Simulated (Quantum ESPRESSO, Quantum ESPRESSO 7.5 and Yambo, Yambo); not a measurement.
# A GW chain in Yambo: InP (F-43m)

Wanted: ground state, empty states, screening and self-energy for InP (F-43m).

Method: PBE and many-body steps on it, plane waves, in Quantum ESPRESSO 7.5 and Yambo 5.3.0.

## 1. Set-up

It takes space group F-43m (No. 216, cubic). Conventional cell: a = 5.869 Å, b = 5.869 Å, c = 5.869 Å, α = 90.00°, β = 90.00°, γ = 90.00°. Nearest to In lie 4 P at 2.54 Å. Nearest to P lie 4 In at 2.54 Å. Farther neighbours are not listed.

Coordinates:

```cif
data_structure
_symmetry_space_group_name_H-M 'F-43m'
_symmetry_Int_Tables_number 216
_cell_length_a 5.8687
_cell_length_b 5.8687
_cell_length_c 5.8687
_cell_angle_alpha 90.000
_cell_angle_beta 90.000
_cell_angle_gamma 90.000
_cell_volume 202.13
loop_
_atom_site_label
_atom_site_type_symbol
_atom_site_symmetry_multiplicity
_atom_site_Wyckoff_symbol
_atom_site_fract_x
_atom_site_fract_y
_atom_site_fract_z
_atom_site_occupancy
In1 In 4 a 0.00000 0.00000 0.00000 1
P1 P 4 d 0.25000 0.25000 0.75000 1
```

The cell and positions come from the Crystallography Open Database and are kept as given unless a step says otherwise.

## 2. Ground state

This step: Quantum ESPRESSO 7.5; DFT, PBE, plane waves, norm-conserving pseudopotentials.

The ground-state density comes first.

File pw.in:

```
&control
  calculation = 'scf'
  prefix = 'x'
  outdir = 'o'
  pseudo_dir = 'pseudo'
/
&system
  ibrav = 0
  nat = 2
  ntyp = 2
  ecutwfc = 80.0
  nbnd = 18
  force_symmorphic = .true.
/
&electrons
  conv_thr = 1e-10
  electron_maxstep = 80
  mixing_beta = 0.5
/
ATOMIC_SPECIES
  In 114.82 In.upf
  P 30.974 P.upf
CELL_PARAMETERS angstrom
  -0.0000000000 2.9343500000 2.9343500000
  2.9343500000 -0.0000000000 2.9343500000
  2.9343500000 2.9343500000 -0.0000000000
ATOMIC_POSITIONS crystal
  In 0.0000000000 0.0000000000 0.0000000000
  P 0.2500000000 0.2500000000 0.2500000000
K_POINTS automatic
  6 6 6 0 0 0
```

Run with:

```sh
$ OMP_NUM_THREADS=1 mpirun -n 8 pw.x -nk 8 -in pw.in > pw.out
```

Output:

```text
Program PWSCF v.7.5 starts

     This program is part of the open-source Quantum ESPRESSO suite
     for quantum simulation of materials; please cite
         "P. Giannozzi et al., J. Phys.:Condens. Matter 21 395502 (2009);
         "P. Giannozzi et al., J. Phys.:Condens. Matter 29 465901 (2017);
         "P. Giannozzi et al., J. Chem. Phys. 152 154105 (2020);
     in publications or presentations arising from this work. More details at
     Message from routine setup:
     using ibrav=0 with symmetry is DISCOURAGED, use correct ibrav instead

     G-vector sticks info

     bravais-lattice index     =            0
     lattice parameter (alat)  =       7.8420  a.u.
     unit-cell volume          =     341.0062 (a.u.)^3
     number of atoms/cell      =            2
     number of atomic types    =            2
     number of electrons       =        26.00
     number of Kohn-Sham states=           18
     kinetic-energy cutoff     =      80.0000  Ry
     charge density cutoff     =     320.0000  Ry
     scf convergence threshold =      1.0E-10
     mixing beta               =       0.5000
     number of iterations used =            8  plain     mixing
     Exchange-correlation= PBE
                           (   1   4   3   4   0   0   0)

     celldm(1)=   7.841981  celldm(2)=   0.000000  celldm(3)=   0.000000
     celldm(4)=   0.000000  celldm(5)=   0.000000  celldm(6)=   0.000000

     crystal axes: (cart. coord. in units of alat)
               a(1) = (  -0.000000   0.707107   0.707107 )
               a(2) = (   0.707107  -0.000000   0.707107 )
               a(3) = (   0.707107   0.707107  -0.000000 )

     reciprocal axes: (cart. coord. in units 2 pi/alat)
               b(1) = ( -0.707107  0.707107  0.707107 )
               b(2) = (  0.707107 -0.707107  0.707107 )
               b(3) = (  0.707107  0.707107 -0.707107 )
     Pseudo is Norm-conserving + core correction, Zval = 21.0
     Generated using ONCVPSP code by D. R. Hamann
     Using radial grid of 1964 points,  6 beta functions with:
     Pseudo is Norm-conserving + core correction, Zval =  5.0
     Generated using ONCVPSP code by D. R. Hamann
     Using radial grid of 1298 points,  6 beta functions with:
     In               21.00   114.82000     In( 1.00)
     P                 5.00    30.97400     P ( 1.00)

     24 Sym. Ops. (no inversion) found

   Cartesian axes

     site n.     atom                  positions (alat units)
         1        In     tau(   1) = (   0.0000000   0.0000000   0.0000000  )
         2        P      tau(   2) = (   0.3535534   0.3535534   0.3535534  )

     number of k points=    16
                       cart. coord. in units 2pi/alat
        k(    1) = (   0.0000000   0.0000000   0.0000000), wk =   0.0092593
        k(    2) = (   0.1178511   0.1178511  -0.1178511), wk =   0.0740741
        k(    3) = (   0.2357023   0.2357023  -0.2357023), wk =   0.0740741
        k(    4) = (  -0.3535534  -0.3535534   0.3535534), wk =   0.0370370
        k(    5) = (   0.2357023   0.0000000  -0.0000000), wk =   0.0555556
        k(    6) = (   0.3535534   0.1178511  -0.1178511), wk =   0.2222222
        k(    7) = (  -0.2357023  -0.4714045   0.4714045), wk =   0.2222222
        k(    8) = (  -0.1178511  -0.3535534   0.3535534), wk =   0.2222222
        k(    9) = (   0.0000000  -0.2357023   0.2357023), wk =   0.1111111
        k(   10) = (   0.4714045   0.0000000  -0.0000000), wk =   0.0555556
     [... 4 further rows ...]
        k(   15) = (  -0.1178511  -0.3535534   0.5892557), wk =   0.2222222
        k(   16) = (  -0.7071068   0.2357023   0.0000000), wk =   0.1111111

     Dense  grid:    33079 G-vectors     FFT dimensions: (  45,  45,  45)

     Initial potential from superposition of free atoms

     starting charge      25.9960, renormalised to      26.0000
     Starting wfcs are   17 randomized atomic wfcs +    1 random wfcs

     per-process dynamical memory:    26.4 Mb

     Self-consistent Calculation

     iteration #  1     ecut=    80.00 Ry     beta= 0.50

     Threshold (ethr) on eigenvalues was too large:
     Diagonalizing with lowered threshold

     total energy              =    -412.74745952 Ry
     estimated scf accuracy    <       0.10739624 Ry

     iteration #  2     ecut=    80.00 Ry     beta= 0.50

     total energy              =    -412.77076563 Ry
     estimated scf accuracy    <       0.00822180 Ry

     iteration #  3     ecut=    80.00 Ry     beta= 0.50

     total energy              =    -412.77160414 Ry
     estimated scf accuracy    <       0.00140627 Ry

     iteration #  4     ecut=    80.00 Ry     beta= 0.50

     total energy              =    -412.77165299 Ry
     estimated scf accuracy    <       0.00002983 Ry

     iteration #  5     ecut=    80.00 Ry     beta= 0.50

     total energy              =    -412.77166083 Ry
     estimated scf accuracy    <       0.00000138 Ry

     iteration #  6     ecut=    80.00 Ry     beta= 0.50

     total energy              =    -412.77166130 Ry
     estimated scf accuracy    <       0.00000022 Ry

     iteration #  7     ecut=    80.00 Ry     beta= 0.50

     total energy              =    -412.77166136 Ry
     estimated scf accuracy    <          2.9E-09 Ry

     iteration #  8     ecut=    80.00 Ry     beta= 0.50

     total energy              =    -412.77166136 Ry
     estimated scf accuracy    <          5.7E-10 Ry

     iteration #  9     ecut=    80.00 Ry     beta= 0.50

     End of self-consistent calculation

          k = 0.0000 0.0000 0.0000 (  4111 PWs)   bands (ev):

  -106.7657 -65.2427 -65.2427 -65.2427  -5.9357  -5.9357  -5.9357  -5.7871
    -5.7871  -3.2311   8.2604   8.2604   8.2604   8.9469  12.3492  12.3492
    12.3492  16.8336

          k = 0.1179 0.1179-0.1179 (  4101 PWs)   bands (ev):

  -106.7657 -65.2427 -65.2427 -65.2427  -5.9669  -5.9235  -5.9235  -5.7866
    -5.7866  -2.9201   6.0785   7.9582   7.9582  10.0471  12.7529  12.7862
    12.7862  16.8614

          k = 0.2357 0.2357-0.2357 (  4128 PWs)   bands (ev):

  -106.7657 -65.2429 -65.2427 -65.2427  -6.0249  -5.9041  -5.9041  -5.7802
    -5.7802  -2.1181   3.7083   7.4893   7.4893   9.9042  13.1243  13.1243
    14.5294  17.1650

          k =-0.3536-0.3536 0.3536 (  4140 PWs)   bands (ev):

     [... further k-points ...]

     highest occupied, lowest unoccupied level (ev):     8.2604    8.9469

!    total energy              =    -412.77166136 Ry
     estimated scf accuracy    <          5.1E-12 Ry

     The total energy is the sum of the following terms:
     one-electron contribution =    -293.80604113 Ry
     hartree contribution      =     149.15520094 Ry
     xc contribution           =     -60.28463617 Ry
     ewald contribution        =    -207.83618500 Ry

     convergence has been achieved in   9 iterations

     XML data file, charge density, pseudopotentials, collected wavefunctions

=------------------------------------------------------------------------------=
   JOB DONE.
=------------------------------------------------------------------------------=
```

Run time: 3.3 s. Hardware: 8 MPI ranks of Arm Neoverse V2, shared host; peak memory 0.5 GiB; 25 s of CPU time.

This step gave:

```yaml
total_energy: -5616.0446 eV
gap: 0.6864 eV
k_of_the_valence_top: 0, 0, 0
k_of_the_conduction_bottom: 0, 0, 0
least_direct_gap: 0.6864 eV
```

The gap is direct, at Γ.

## 3. Bands along the symmetry lines

The cheap functional maps the bands first; the places of the edges decide which points the dearer methods must see.

File pw.in:

```
&control
  calculation = 'bands'
  prefix = 'x'
  outdir = 'o'
  pseudo_dir = 'pseudo'
/
&system
  ibrav = 0
  nat = 2
  ntyp = 2
  ecutwfc = 80.0
  nbnd = 19
  force_symmorphic = .true.
/
&electrons
  conv_thr = 1e-9
  electron_maxstep = 80
  diago_full_acc = .true.
  diago_thr_init = 5e-6
/
ATOMIC_SPECIES
  In 114.82 In.upf
  P 30.974 P.upf
CELL_PARAMETERS angstrom
  -0.0000000000 2.9343500000 2.9343500000
  2.9343500000 -0.0000000000 2.9343500000
  2.9343500000 2.9343500000 -0.0000000000
ATOMIC_POSITIONS crystal
  In 0.0000000000 0.0000000000 0.0000000000
  P 0.2500000000 0.2500000000 0.2500000000
K_POINTS crystal
  50
  0.00000000 0.00000000 0.00000000 1
  -0.06250000 -0.06250000 0.00000000 1
  -0.12500000 -0.12500000 0.00000000 1
  -0.18750000 -0.18750000 0.00000000 1
  -0.25000000 -0.25000000 0.00000000 1
  -0.31250000 -0.31250000 0.00000000 1
  -0.37500000 -0.37500000 0.00000000 1
  -0.43750000 -0.43750000 0.00000000 1
  -0.50000000 -0.50000000 0.00000000 1
  -0.48437500 -0.48437500 0.03125000 1
  -0.46875000 -0.46875000 0.06250000 1
  -0.45312500 -0.45312500 0.09375000 1
  -0.43750000 -0.43750000 0.12500000 1
  -0.42187500 -0.42187500 0.15625000 1
  -0.40625000 -0.40625000 0.18750000 1
  -0.39062500 -0.39062500 0.21875000 1
  -0.37500000 -0.37500000 0.25000000 1
  -0.37500000 0.00000000 0.37500000 1
  -0.32812500 0.00000000 0.32812500 1
  -0.28125000 0.00000000 0.28125000 1
  -0.23437500 0.00000000 0.23437500 1
  -0.18750000 0.00000000 0.18750000 1
  -0.14062500 0.00000000 0.14062500 1
  -0.09375000 0.00000000 0.09375000 1
  -0.04687500 0.00000000 0.04687500 1
  0.00000000 0.00000000 0.00000000 1
  0.00000000 0.00000000 0.06250000 1
  0.00000000 0.00000000 0.12500000 1
  0.00000000 0.00000000 0.18750000 1
  0.00000000 0.00000000 0.25000000 1
  0.00000000 0.00000000 0.31250000 1
  0.00000000 0.00000000 0.37500000 1
  0.00000000 0.00000000 0.43750000 1
  -0.00000000 -0.00000000 0.50000000 1
  -0.06250000 -0.03125000 0.46875000 1
  -0.12500000 -0.06250000 0.43750000 1
  -0.18750000 -0.09375000 0.40625000 1
  -0.25000000 -0.12500000 0.37500000 1
  -0.31250000 -0.15625000 0.34375000 1
  -0.37500000 -0.18750000 0.31250000 1
  -0.43750000 -0.21875000 0.28125000 1
  -0.50000000 -0.25000000 0.25000000 1
  -0.50000000 -0.28125000 0.21875000 1
  -0.50000000 -0.31250000 0.18750000 1
  -0.50000000 -0.34375000 0.15625000 1
  -0.50000000 -0.37500000 0.12500000 1
  -0.50000000 -0.40625000 0.09375000 1
  -0.50000000 -0.43750000 0.06250000 1
  -0.50000000 -0.46875000 0.03125000 1
  -0.50000000 -0.50000000 0.00000000 1
```

Output:

```text
[banner, memory and clock lines left out]
Program PWSCF v.7.5 starts

     Atomic positions and unit cell read from directory:
     o/x.save/

     Message from routine setup:
     using ibrav=0 with symmetry is DISCOURAGED, use correct ibrav instead

     G-vector sticks info

     bravais-lattice index     =            0
     lattice parameter (alat)  =       7.8420  a.u.
     unit-cell volume          =     341.0062 (a.u.)^3
     number of atoms/cell      =            2
     number of atomic types    =            2
     number of electrons       =        26.00
     number of Kohn-Sham states=           19
     kinetic-energy cutoff     =      80.0000  Ry
     charge density cutoff     =     320.0000  Ry
     Exchange-correlation= PBE
                           (   1   4   3   4   0   0   0)

     celldm(1)=   7.841981  celldm(2)=   0.000000  celldm(3)=   0.000000
     celldm(4)=   0.000000  celldm(5)=   0.000000  celldm(6)=   0.000000

     crystal axes: (cart. coord. in units of alat)
               a(1) = (  -0.000000   0.707107   0.707107 )
               a(2) = (   0.707107  -0.000000   0.707107 )
               a(3) = (   0.707107   0.707107  -0.000000 )

     reciprocal axes: (cart. coord. in units 2 pi/alat)
               b(1) = ( -0.707107  0.707107  0.707107 )
               b(2) = (  0.707107 -0.707107  0.707107 )
               b(3) = (  0.707107  0.707107 -0.707107 )
     Pseudo is Norm-conserving + core correction, Zval = 21.0
     Generated using ONCVPSP code by D. R. Hamann
     Using radial grid of 1964 points,  6 beta functions with:
     Pseudo is Norm-conserving + core correction, Zval =  5.0
     Generated using ONCVPSP code by D. R. Hamann
     Using radial grid of 1298 points,  6 beta functions with:
     In               21.00   114.82000     In( 1.00)
     P                 5.00    30.97400     P ( 1.00)

     24 Sym. Ops. (no inversion) found

   Cartesian axes

     site n.     atom                  positions (alat units)
         1        In     tau(   1) = (   0.0000000   0.0000000   0.0000000  )
         2        P      tau(   2) = (   0.3535534   0.3535534   0.3535534  )

     number of k points=    50
                       cart. coord. in units 2pi/alat
        k(    1) = (   0.0000000   0.0000000   0.0000000), wk =   0.0400000
        k(    2) = (   0.0000000   0.0000000  -0.0883883), wk =   0.0400000
        k(    3) = (   0.0000000   0.0000000  -0.1767767), wk =   0.0400000
[...]
[... 38 further rows ...]
        k(   49) = (   0.0441942  -0.0000000  -0.7071068), wk =   0.0400000
        k(   50) = (   0.0000000   0.0000000  -0.7071068), wk =   0.0400000

     Dense  grid:    33079 G-vectors     FFT dimensions: (  45,  45,  45)

     The potential is recalculated from file :
     o/x.save/charge-density

     Starting wfcs are   17 randomized atomic wfcs +    2 random wfcs

     Band Structure Calculation

     End of band structure calculation

          k = 0.0000 0.0000 0.0000 (  4111 PWs)   bands (ev):

  -106.7657 -65.2427 -65.2427 -65.2427  -5.9358  -5.9358  -5.9358  -5.7871
    -5.7871  -3.2311   8.2604   8.2604   8.2604   8.9469  12.3492  12.3492
    12.3492  16.8337  17.6674

          k = 0.0000 0.0000-0.0884 (  4127 PWs)   bands (ev):

  -106.7657 -65.2427 -65.2427 -65.2427  -5.9444  -5.9320  -5.9320  -5.7886
[...]
12.5505  17.0290  17.1894

          k = 0.0000 0.0000-0.1768 (  4112 PWs)   bands (ev):

[...]
13.0776  16.0599  17.8131

          k =-0.0000 0.0000-0.2652 (  4096 PWs)   bands (ev):

[...]
k = 0.0000 0.0000-0.3536 (  4088 PWs)   bands (ev):

[...]
k = 0.0000-0.0000-0.4419 (  4100 PWs)   bands (ev):

[...]
k =-0.0000 0.0000-0.5303 (  4100 PWs)   bands (ev):

[...]
k = 0.0000-0.0000-0.6187 (  4116 PWs)   bands (ev):

[...]
k = 0.5303-0.0000-0.5303 (  4149 PWs)   bands (ev):

[...]
k = 0.0000 0.0000 0.0000 (  4111 PWs)   bands (ev):

[...]
k = 0.1326 0.0000-0.7071 (  4138 PWs)   bands (ev):

[...]
k = 0.0884-0.0000-0.7071 (  4132 PWs)   bands (ev):

[...]
k = 0.0442-0.0000-0.7071 (  4126 PWs)   bands (ev):

[...]
17.6184  17.9297  19.1098

          k = 0.0000 0.0000-0.7071 (  4136 PWs)   bands (ev):

  -106.7657 -65.2429 -65.2428 -65.2428  -6.1176  -5.8374  -5.8328  -5.8328
    -5.7526  -0.8726   2.5257   5.9541   5.9541  10.0272  10.5269  17.4628
    17.8196  17.8196  19.0365

     XML data file, pseudopotentials, collected wavefunctions
```

Run time: 3 s. Hardware: 8 MPI ranks; peak memory 0.46 GiB.

This step gave:

* gap: 0.6864 eV
* k of the valence top: 0, 0, 0
* k of the conduction bottom: 0, 0, 0
* least direct gap: 0.6864 eV

The gap is 0.686 eV, as in the run before at this level.

Electronic bands along the path, in eV, zero at the top of the highest filled band:

| point | band 10 | band 11 | band 12 | band 13 | band 14 | band 15 | band 16 | band 17 |
| --- | --- | --- | --- | --- | --- | --- | --- | --- |
| Γ | -11.49 | 0.00 | 0.00 | 0.00 | 0.69 | 4.09 | 4.09 | 4.09 |
| halfway | -10.60 | -3.33 | -1.40 | -1.40 | 2.49 | 3.12 | 6.37 | 6.37 |
| X | -9.13 | -5.73 | -2.31 | -2.31 | 1.77 | 2.27 | 9.20 | 9.56 |
| halfway | -9.12 | -5.70 | -2.73 | -2.21 | 2.04 | 2.87 | 8.38 | 8.70 |
| U | -9.14 | -5.59 | -3.29 | -1.93 | 2.36 | 4.38 | 7.50 | 7.53 |
| jump to K | -9.14 | -5.59 | -3.29 | -1.93 | 2.36 | 4.38 | 7.50 | 7.53 |
| halfway | -10.51 | -3.79 | -2.00 | -0.57 | 2.82 | 4.69 | 4.99 | 5.21 |
| Γ | -11.49 | 0.00 | 0.00 | 0.00 | 0.69 | 4.09 | 4.09 | 4.09 |
| halfway | -10.82 | -3.44 | -0.55 | -0.55 | 1.78 | 4.79 | 4.79 | 5.32 |
| L | -9.78 | -5.71 | -0.96 | -0.96 | 1.49 | 4.80 | 4.80 | 7.11 |
| halfway | -9.47 | -5.53 | -2.68 | -1.62 | 3.16 | 4.19 | 5.87 | 7.21 |
| W | -9.06 | -5.58 | -2.94 | -2.89 | 4.29 | 4.37 | 5.56 | 6.21 |
| halfway | -9.09 | -5.66 | -2.64 | -2.63 | 2.69 | 3.10 | 7.65 | 7.73 |
| X | -9.13 | -5.73 | -2.31 | -2.31 | 1.77 | 2.27 | 9.20 | 9.56 |

The electronic bands as a text plot (rows in eV, shown from -8.0 to 6.7 only):

```
    6.4 |     ++            ++                 +         ++++
    5.8 |    +              ++               ++      +++++++
    5.2 |                  ++++++++++       ++++  +++
    4.5 | +++             +     ++++++   ++++   ++++++  +++
    3.9 |++              +         ++++++             ++++ ++
    3.3 |  ++ ++        +                             ++    ++
    2.7 |    ++++++    +   ++++++++                  +       +++
    2.1 |  ++   +++++++++++        ++      +        +         +++
    1.5 | +          +               +   ++ ++++++++
    0.9 |+                            +++
    0.3 |*                           ***
   -0.4 | ***                   ******  *****
   -1.0 |    *              ****     *       ********
   -1.6 |  ** ****         *     ****    **         ***
   -2.2 |    *    *********     *                    * **      **
   -2.8 |              **     ** **        *          ** ******
   -3.4 |     **         *****              *           **
   -4.0 |       **              *            **
   -4.6 |         *           **
   -5.2 |          **      ***                 **     ***
   -5.9 |            ******                      *****   ********
   -6.5 |
   -7.1 |
   -7.7 |
         Γ           X  U|K            Γ         L        W     X
```

[end of part 1 of 2]

[Paths, hosts, dates, memory and timing lines, banners, echoed tables and standing remarks are left out of the program output.]

[Logs are printed without paths, hosts, clocks, repeated set-up lines and the standing remarks that a program may print on its own settings, such as how far it seeks lower states.]

[Runs of the session that timed out or met a known fault of the program may be left out.]

[Hosts, paths, dates, database ids (printed as entryN), source tags and the programs' standing remarks are cut or masked in the printed files.]
